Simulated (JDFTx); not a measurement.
The system is CuO (Tenorite).

```
CELL_PARAMETERS angstrom
2.34185 -1.71130 0.00000
2.34185 1.71130 0.00000
-0.85003 0.00000 5.05787
ATOMIC_POSITIONS crystal
Cu 0.50000 0.00000 0.50000
Cu 0.00000 0.50000 0.00000
O 0.41840 0.58160 0.75000
O 0.58160 0.41840 0.25000
```

* Program: JDFTx 1.7.0 (patched build)
* Task: single point
* Functional: PBEsol
* Potentials or basis: PseudoDojo-SR-PBEsol-0.4.1-standard with smoothed tails
* Cutoff: 1252 eV
* Density cutoff: 10014 eV
* k mesh: 10 × 10 × 5
* Occupations: fermi-dirac, width 0.05 eV
* Spin: no spin polarisation

On this cell: pressure -3.0 GPa; largest force 0.374 eV/Å; band gap on the k mesh none (metal or under the smearing width).

The same run follows on a disturbed copy (atoms moved at random, drawn with an rms of 0.05 Å):

```xyz
4
Lattice="2.3418 -1.7113 0.0000 2.3418 1.7113 0.0000 -0.8500 0.0000 5.0579" Properties=species:S:1:pos:R:3 pbc="T T T"
Cu    0.7398   -0.8817    2.5292
Cu    1.1850    0.8812    0.0393
O     1.6884    0.2902    3.8152
O     2.1015   -0.2909    1.2727
```

What does the disturbed cell give?

The energy (extrapolated to zero smearing) moves by +5.5 meV/atom; pressure -3.2 GPa; largest force 0.505 eV/Å; band gap on the k mesh none (metal or under the smearing width).

Forces in eV/Å, atoms in the order of the input:
```
Cu  -0.046  0.138  0.375
Cu  -0.188  0.004 -0.328
O    0.097 -0.486 -0.098
O    0.138  0.343  0.050
```

Stress tensor (GPa, compression positive):
```
-3.65 -0.17 -0.72
-0.17 -0.60 -0.43
-0.72 -0.43 -5.30
```

Caveats: the run has no spin polarisation, though such a crystal can be magnetic; semilocal functionals often make such compounds metallic where correlation or magnetic order opens a gap, which also shifts bond lengths.
